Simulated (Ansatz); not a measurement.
SiO2 — field gradients at the nuclei

The cell is a Materials Project structure (computed, not necessarily an observed phase), taken as it stands.

```xyz
24
Lattice="-3.5610 3.5610 8.8851 3.5610 -3.5610 8.8851 3.5610 3.5610 -8.8851" Properties=species:S:1:pos:R:3 pbc="T T T"
Si    0.0000    1.5641    3.8117
Si   -1.5641    3.5610    8.2543
Si    1.5641    3.5610    8.2543
Si    0.0000    1.9968    0.6308
Si    0.0000    5.1251    0.6308
Si    0.0000    5.5578    3.8117
Si   -1.9968    3.5610    5.0733
Si    1.9968    3.5610    5.0733
O     0.0000    0.0000    4.1591
O     0.0000    3.5610    8.6017
O     0.0000    3.5610    0.2834
O     0.0000    0.0000   13.6110
O    -1.3223    2.2386    4.4425
O    -2.2386    2.2386    8.8851
O     2.2386   -2.2386    8.8851
O     1.3223    4.8833    4.4425
O     1.3223    1.3223    0.0000
O    -1.3223    4.8833    4.4425
O     1.3223    2.2386    4.4425
O     2.2386    2.2386    8.8851
O     0.0000    1.7805    2.2213
O    -1.7805    3.5610    6.6638
O     1.7805    3.5610    6.6638
O     0.0000    5.3414    2.2213
```

Atoms are numbered from 1 in the order listed; like atoms form one site, named after its first atom.

Method: Kohn–Sham DFT in Ansatz, PBE, plane waves and PAW (field gradients read without the response of the frozen cores, which leaves them typically 4 to 6 % off), scalar-relativistic, 420 eV cutoff, Γ-centred 4×4×4 k-points, Fermi–Dirac smearing 0.02 eV.

Conventions: |V_zz| ≥ |V_yy| ≥ |V_xx|, η = (V_xx − V_yy)/V_zz, C_Q = eQV_zz/h. Directions are in the Cartesian axes of the cell vectors above, for the atom listed; none is given where the gradient is under 0.02 or η is above 0.95.

```json
{"site": "Si", "first atom": "1", "first shell": "4 O at 1.60–1.61 Å", "V_zz (10²¹ V/m²)": "-0.84", "η": "0.00", "direction of V_zz (x, y, z)": "0.00 0.94 0.35"}
{"site": "O9", "first atom": "9", "first shell": "2 Si at 1.60 Å, angle 155°", "V_zz (10²¹ V/m²)": "10.17", "η": "0.06", "direction of V_zz (x, y, z)": "0.00 1.00 0.00"}
{"site": "O13", "first atom": "13", "first shell": "2 Si at 1.61 Å, angle 147°", "V_zz (10²¹ V/m²)": "9.75", "η": "0.17", "direction of V_zz (x, y, z)": "0.65 -0.65 -0.41"}
{"site": "O21", "first atom": "21", "first shell": "2 Si at 1.61 Å, angle 180°", "V_zz (10²¹ V/m²)": "10.51", "η": "0.05", "direction of V_zz (x, y, z)": "0.00 -0.14 0.99"}
```

At O9 and O13 V_zz runs parallel to the line that joins its two neighbours (within 1°) in each case. At O21 V_zz points along the line of its two bonds (within 1°).

The largest force is 0.3 eV/Å, so the atoms aren't at the calculated equilibrium and relaxing them would move these values.
